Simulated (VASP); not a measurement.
# Si (Fd-3m) in VASP: a series of runs, part 2 of 2

VASP 6.6.1.

## (3) Single point, PBE (grid = ENCUT=600 dk=0.45 cell=3x3x2 ISMEAR=0 SIGMA=0.05 LREAL=Auto EDIFF=1e-06)

INCAR reads:

```
SYSTEM = Si
  PREC = Accurate
  ENCUT = 600
  EDIFF = 1E-6
  ISMEAR = 0
  SIGMA = 0.05
  LREAL = Auto
  LASPH = .True.
  NELM = 120
  ALGO = Fast
  ISIF = 2
  LWAVE = .False.
  LCHARG = .False.
  GGA = PE
  NBANDS = 84
  NCORE = 1
  KPAR = 2
```

KPOINTS reads:

```
regular mesh
0
Gamma
  2 2 3
  0 0 0
```

POSCAR reads:

```
Si
1.0
    0.0000000000      8.1655535595      8.1655535595
    8.1655535595      0.0000000000      8.1655535595
    5.4437023730      5.4437023730      0.0000000000
Si
36
Direct
    0.1666666667      0.1666666667      0.2500000000
    0.1666666667      0.1666666667      0.7500000000
    0.1666666667      0.5000000000      0.2500000000
    0.1666666667      0.5000000000      0.7500000000
    0.1666666667      0.8333333333      0.2500000000
    0.1666666667      0.8333333333      0.7500000000
    0.5000000000      0.1666666667      0.2500000000
    0.5000000000      0.1666666667      0.7500000000
    0.5000000000      0.5000000000      0.2500000000
    0.5000000000      0.5000000000      0.7500000000
    0.5000000000      0.8333333333      0.2500000000
    0.5000000000      0.8333333333      0.7500000000
    0.8333333333      0.1666666667      0.2500000000
    0.8333333333      0.1666666667      0.7500000000
    0.8333333333      0.5000000000      0.2500000000
    0.8333333333      0.5000000000      0.7500000000
    0.8333333333      0.8333333333      0.2500000000
    0.8333333333      0.8333333333      0.7500000000
    0.2500000000      0.2500000000      0.3750000000
    0.2500000000      0.2500000000      0.8750000000
    0.2500000000      0.5833333333      0.3750000000
    0.2500000000      0.5833333333      0.8750000000
    0.2500000000      0.9166666667      0.3750000000
    0.2500000000      0.9166666667      0.8750000000
    0.5833333333      0.2500000000      0.3750000000
    0.5833333333      0.2500000000      0.8750000000
    0.5833333333      0.5833333333      0.3750000000
    0.5833333333      0.5833333333      0.8750000000
    0.5833333333      0.9166666667      0.3750000000
    0.5833333333      0.9166666667      0.8750000000
    0.9166666667      0.2500000000      0.3750000000
    0.9166666667      0.2500000000      0.8750000000
    0.9166666667      0.5833333333      0.3750000000
    0.9166666667      0.5833333333      0.8750000000
    0.9166666667      0.9166666667      0.3750000000
    0.9166666667      0.9166666667      0.8750000000
```

Potentials or basis: VASP PAW PBE potentials, release 64 (Si).

Command:

```console
$ cat potpaw_PBE.64/Si/POTCAR > POTCAR
$ mpirun -np 4 vasp_std > vasp.out
```

OUTCAR:

```text
SYSTEM = Si
   PREC = Accurate
   ENCUT = 600
   EDIFF = 1E-6
   ISMEAR = 0
   LREAL = Auto
   LASPH = .True.
   NELM = 120
   ISIF = 2
   GGA = PE

 Found      6 irreducible k-points:

 Following reciprocal coordinates:
            Coordinates               Weight
  0.000000  0.000000  0.000000      1.000000
  0.500000  0.000000  0.000000      2.000000
  0.500000  0.500000  0.000000      1.000000
  0.000000  0.000000  0.333333      2.000000
  0.500000  0.000000  0.333333      4.000000
  0.500000  0.500000  0.333333      2.000000
   k-points           NKPTS =      6   k-points in BZ     NKDIM =      6   number of bands    NBANDS=     84
   number of dos      NEDOS =    301   number of ions     NIONS =     36
   total plane-waves  NPLWV = 589824
   dimension x,y,z NGX =    96 NGY =   96 NGZ =   64
   dimension x,y,z NGXF=   192 NGYF=  192 NGZF=  128
   ions per type =              36
   NGX,Y,Z   is equivalent  to a cutoff of  13.82, 13.82, 13.82 a.u.
   NGXF,Y,Z  is equivalent  to a cutoff of  27.64, 27.64, 27.64 a.u.
 SYSTEM =  Si
   PREC   = accura    normal or accurate (medium, high low for compatibility)
   ISTART =      0    job   : 0-new  1-cont  2-samecut
   ICHARG =      2    charge: 1-file 2-atom 10-const
   ISPIN  =      1    spin polarized calculation?
   LNONCOLLINEAR =      F non collinear calculations
   LSORBIT =      F    spin-orbit coupling
   LASPH  =      T    aspherical Exc in radial PAW
   ENCUT  =  600.0 eV  44.10 Ry    6.64 a.u.  23.06 23.06 15.38*2*pi/ulx,y,z
   NELM   =    120;   NELMIN=  2; NELMDL= -5     # of ELM steps
   EDIFF  = 0.1E-05   stopping-criterion for ELM
   LREAL  =      T    real-space projection
   EDIFFG = 0.1E-04   stopping-criterion for IOM
   NSW    =      0    number of steps for IOM
   IBRION =     -1    ionic relax: 0-MD 1-quasi-New 2-CG
   NFREE  =      0    steps in history (QN), initial steepest desc. (CG)
   ISIF   =      2    stress and relaxation
   ISYM   =      2    0-nonsym 1-usesym 2-fastsym
   POTIM  = 0.5000    time-step for ionic-motion
   TEBEG  =    0.0;   TEEND  =   0.0 temperature during run
   PSTRESS=    0.0 pullay stress
   NELECT =     144.0000    total number of electrons
   NUPDOWN=      -1.0000    fix difference up-down
   EMIN   =  10.00;   EMAX   =-10.00  energy-range for DOS
   EFERMI =   0.00;   METHOD = LEGACY
   ISMEAR =     0;   SIGMA  =   0.05  broadening in eV -4-tet -1-fermi 0-gaus
   EFERMI_NEDOS =   21; number of points for ismear=-14 and -15
   IALGO  =     68    algorithm
   IMIX   =      4    mixing-type and parameters
     AMIX     =   0.40;   BMIX     =  1.00
     AMIX_MAG =   1.60;   BMIX_MAG =  1.00
  volume/ion in A,a.u.               =      20.16       136.08
  Fermi-wavevector in a.u.,A,eV,Ry     =   0.954766  1.804247 12.402783  0.911579
  Thomas-Fermi vector in A             =   2.083543
   LORBIT       =      0    0 simple, 1 ext, 2 COOP (PROOUT), +10 PAW based schemes
   GGA     = PE    functional components
   LHFCALC =     F    Hartree Fock is set to
   AEXX    =    0.0000 exact exchange contribution
   IVDW    =     0    specifies the selected vdW correction
   LEPSILON=     F    determine dielectric tensor
   LRPA    =     F    only Hartree local field effects (RPA)
 non-spin polarized calculation
 RMM-DIIS sequential band-by-band and
 Gauss-broadening in eV      SIGMA  =   0.05
  energy-cutoff  :      600.00
  volume of cell :      725.93
 maximum number of plane-waves:     24236
 NGX is ok and might be reduce to    96
   NGX = 47   NGY = 47   NGZ = 31

 number of electron     143.9999992 magnetization

 Free energy of the ion-electron system (eV)
  ---------------------------------------------------
  ext. energy  EPLUGINS =         0.00000000
  ---------------------------------------------------
  free energy    TOTEN  =      -194.84340572 eV

  energy without entropy =     -194.84340572  energy(sigma->0) =     -194.84340572

 E-fermi :   5.9835     XC(G=0):  -9.3760

 val. band max:        5.7617265857   @ k =   0.0000   0.0000   0.0000
 cond. band min:       6.4834295963   @ k =   0.5000   0.5000   0.0000
 fundamental gap:      0.7217030106
 Fermi energy:         5.9834860295

 k-point     1 :       0.0000    0.0000    0.0000
  band No.  band energies     occupation
      1      -6.1483      2.00000
      2      -4.7805      2.00000
      3      -4.7805      2.00000
      4      -4.7805      2.00000
      5      -4.7805      2.00000
      6      -4.2555      2.00000
[... 76 lines left out ...]
     83       7.5017      0.00000
     84       7.5050      0.00000

 k-point     2 :       0.5000    0.0000    0.0000
  band No.  band energies     occupation
      1      -5.7893      2.00000
      2      -5.7893      2.00000
      3      -4.8569      2.00000
      4      -4.8569      2.00000
      5      -4.0566      2.00000
      6      -4.0566      2.00000
[... 76 lines left out ...]
     83       7.8295      0.00000
     84       8.1373      0.00000

 k-point     3 :       0.5000    0.5000    0.0000
  band No.  band energies     occupation
      1      -5.6671      2.00000
      2      -5.6671      2.00000
      3      -5.2047      2.00000
      4      -5.2047      2.00000
      5      -4.0566      2.00000
      6      -4.0566      2.00000
[... 76 lines left out ...]
     83       7.8014      0.00000
     84       7.8078      0.00000

 k-point     4 :       0.0000    0.0000    0.3333
  band No.  band energies     occupation
      1      -5.7893      2.00000
      2      -4.8569      2.00000
      3      -4.8569      2.00000
      4      -4.8569      2.00000
      5      -4.7805      2.00000
      6      -4.7805      2.00000
[... 76 lines left out ...]
     83       7.7273      0.00000
     84       7.7461      0.00000

 k-point     5 :       0.5000    0.0000    0.3333
  band No.  band energies     occupation
      1      -5.6671      2.00000
      2      -5.2047      2.00000
      3      -5.2047      2.00000
      4      -4.8569      2.00000
      5      -4.8569      2.00000
      6      -4.0566      2.00000
[... 76 lines left out ...]
     83       8.5145      0.00000
     84       8.5465      0.00000

 k-point     6 :       0.5000    0.5000    0.3333
  band No.  band energies     occupation
      1      -5.7893      2.00000
      2      -5.2047      2.00000
      3      -4.8569      2.00000
      4      -4.8569      2.00000
      5      -4.8569      2.00000
      6      -4.0566      2.00000
[... 76 lines left out ...]
     83       8.5487      0.00000
     84       8.5945      0.00000

------------------------ aborting loop because EDIFF is reached ----------------------------------------

  FORCE on cell =-STRESS in cart. coord.  units (eV):
  Direction    XX          YY          ZZ          XY          YZ          ZX
  --------------------------------------------------------------------------------------
  -------------------------------------------------------------------------------------
  Total        5.7403773      5.7403773      5.7404918     -0.0000243      0.0000132      0.0000131
  in kB       12.6693809     12.6693809     12.6696336     -0.0000536      0.0000290      0.0000290
  external PRESSURE =      12.6694651 kB  Pullay stress =       0.0000000 kB

 VOLUME and BASIS-vectors are now :
 -----------------------------------------------------------------------------
  energy-cutoff  :      600.00
  volume of cell :      725.93
      direct lattice vectors                 reciprocal lattice vectors
     0.000000000  8.165553559  8.165553559    -0.061232836  0.061232836  0.061232836
     8.165553559  0.000000000  8.165553559     0.061232836 -0.061232836  0.061232836
     5.443702373  5.443702373  0.000000000     0.091849254  0.091849254 -0.091849254

 POSITION                                       TOTAL-FORCE (eV/Angst)
 -----------------------------------------------------------------------------------
      2.72185      2.72185      2.72185         0.000002      0.000002     -0.000000
      5.44370      5.44370      2.72185         0.000002      0.000002     -0.000000
      5.44370      2.72185      5.44370         0.000002      0.000002     -0.000000
      8.16555      5.44370      5.44370         0.000002      0.000002     -0.000000
      8.16555      2.72185      8.16555         0.000002      0.000002     -0.000000
     10.88740      5.44370      8.16555         0.000002      0.000002     -0.000000
[... 28 lines left out ...]
      9.52648      9.52648     14.97018        -0.000002     -0.000002      0.000000
     12.24833     12.24833     14.97018        -0.000002     -0.000002      0.000000
 -----------------------------------------------------------------------------------
    total drift:                                0.000000      0.000000      0.000001

  FREE ENERGIE OF THE ION-ELECTRON SYSTEM (eV)
  ---------------------------------------------------
  free  energy   TOTEN  =      -194.8434057179 eV

  energy  without entropy=     -194.8434057178  energy(sigma->0) =     -194.84340572
```

Run time: 6 min. Hardware: 4 MPI ranks of Intel Xeon Platinum 8559C (Emerald Rapids), shared host; peak memory 0.72 GiB.

These settings aren't checked as converged: the numbers below hold their error.

Results:

```yaml
Free_energy: -194.8434 eV
Pressure: 1.3 GPa
Band_gap_on_the_k_mesh: 0.72 eV
```

Caveat: an odd mesh through Γ misses points on the zone boundary, where band edges often lie.
